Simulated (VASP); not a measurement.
Crystal: ZnSe (Stilleite).

```
Zn Se
1.0
     0.00000    2.83380    2.83380
     2.83380    0.00000    2.83380
     2.83380    2.83380    0.00000
Zn Se
1 1
Direct
  0.00000 0.00000 0.00000
  0.25000 0.25000 0.25000
```

- Program: VASP 6.6.1
- Task: relaxation of cell and atoms
- Functional: PBE
- Potentials or basis: VASP PAW PBE potentials, release 64 (Zn, Se)
- Cutoff: 600 eV
- k mesh: 8 × 8 × 8
- Occupations: gaussian, width 0.03 eV
- Spin: no spin polarisation

At the start: pressure 2.3 GPa; volume 22.76 Å³/atom.

Q: Where does the relaxation end?

A: Over 4 steps the energy falls by 6.1 meV/atom and the volume is 23.66 Å³/atom (+4.0 %); space group F-43m (No. 216, to 0.05 Å).

The path:
```tsv
step	energy change (eV)	largest force (eV/Å)	pressure (GPa)	volume (Å³)
1	0.0000	0.0000	2.34	45.51
2	-0.0114	0.0000	-0.55	47.73
3	-0.0122	0.0000	0.11	47.25
4	-0.0122	0.0000	-0.06	47.33
```

Final structure:
```
Zn Se
1.0
     0.00000    2.87100    2.87100
     2.87100    0.00000    2.87100
     2.87100    2.87100    0.00000
Zn Se
1 1
Cartesian
  5.7420 5.7420 5.7420
  1.4355 1.4355 1.4355
```
